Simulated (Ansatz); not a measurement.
Step by step: F, relaxation of cell and atoms

Computed with Ansatz 0.2.0, DFT, PBE, PAW with Ansatz's default frozen-core files, scalar-relativistic.

Command: `ansatz run input.yaml --threads 1 --pin off --max-ram 2048MiB --backend cpu --events-out ev --progress --plain --runs-dir out` The run took about 29 s on 1 thread of a shared machine.

```yaml
crystal:
  lattice:
    - [0.0, 2.2322827293, 2.2322827293]
    - [2.2322827293, 0.0, 2.2322827293]
    - [2.2322827293, 2.2322827293, 0.0]
  atoms:
    - { symbol: F, position: [0.0, 0.0, 0.0] }
    - { symbol: F, position: [0.25, 0.25, 0.25] }
kpoints:
  mp_grid: { grid: [16, 16, 16] }
scf:
  occupations: { method: fermi_dirac, width: 0.05 }
hamiltonian:
  xc: pbe
  pseudopotentials: { kind: paw }
output:
  forces: true
  stress: true
relax:
  f_tol: 0.005
  max_steps: 80
  cell: {}
```

The cell is built from the diamond type as a first guess.

The cutoff is 420 eV; energies and pressures of the walk include the program's estimate of the Pulay term.

Each frame lists the cell vectors (Å), then Cartesian positions (Å); symmetry keeps all forces zero. Free energies count from the first step, -1609.0946 eV.

The walk took 13 evaluations in all; steps that aren't listed are left out.

Step 1: E = 0.0 meV, P = 20.29 GPa

```
cell 0.0000 2.2323 2.2323 2.2323 0.0000 2.2323 2.2323 2.2323 0.0000
F     0.0000    0.0000    0.0000
F     1.1161    1.1161    1.1161
```

Step 2: E = -206.2 meV, P = 3.36 GPa

```
cell 0.0000 2.3363 2.3363 2.3363 0.0000 2.3363 2.3363 2.3363 0.0000
F     0.0000    0.0000    0.0000
F     1.1682    1.1682    1.1682
```

Step 3: E = -209.6 meV, P = 0.15 GPa

```
cell 0.0000 2.3594 2.3594 2.3594 0.0000 2.3594 2.3594 2.3594 0.0000
F     0.0000    0.0000    0.0000
F     1.1797    1.1797    1.1797
```

Step 4: E = -209.4 meV, P = 0.00 GPa

```
cell 0.0000 2.3605 2.3605 2.3605 0.0000 2.3605 2.3605 2.3605 0.0000
F     0.0000    0.0000    0.0000
F     1.1802    1.1802    1.1802
```

Step 5: E = -289.7 meV, P = 4.81 GPa (the cell of the step before, solved again on a basis chosen afresh, hence the jump)

Step 6: E = -306.0 meV, P = 2.12 GPa

```
cell 0.0000 2.3957 2.3957 2.3957 0.0000 2.3957 2.3957 2.3957 0.0000
F     0.0000    0.0000    0.0000
F     1.1978    1.1978    1.1978
```

Step 7: E = -302.4 meV, P = 0.23 GPa

```
cell 0.0000 2.4249 2.4249 2.4249 0.0000 2.4249 2.4249 2.4249 0.0000
F     0.0000    0.0000    0.0000
F     1.2124    1.2124    1.2124
```

Step 8: E = -300.6 meV, P = -0.02 GPa

```
cell 0.0000 2.4291 2.4291 2.4291 0.0000 2.4291 2.4291 2.4291 0.0000
F     0.0000    0.0000    0.0000
F     1.2146    1.2146    1.2146
```

Step 9: E = -325.2 meV, P = 0.39 GPa (the cell of the step before, solved again on a basis chosen afresh, hence the jump)

How does the relaxation end?

It converges, with a = 4.874 Å, b = 4.874 Å, c = 4.874 Å, α = 90.00°, β = 90.00°, γ = 90.00° (conventional cell, space group Fd-3m). The last solve (on a basis chosen afresh for the final cell, so its energy is not quite comparable) gives E = -325.7 meV, P = 0.00 GPa:
```
cell 0.0000 2.4371 2.4371 2.4371 0.0000 2.4371 2.4371 2.4371 0.0000
F     0.0000    0.0000    0.0000
F     1.2185    1.2185    1.2185
```
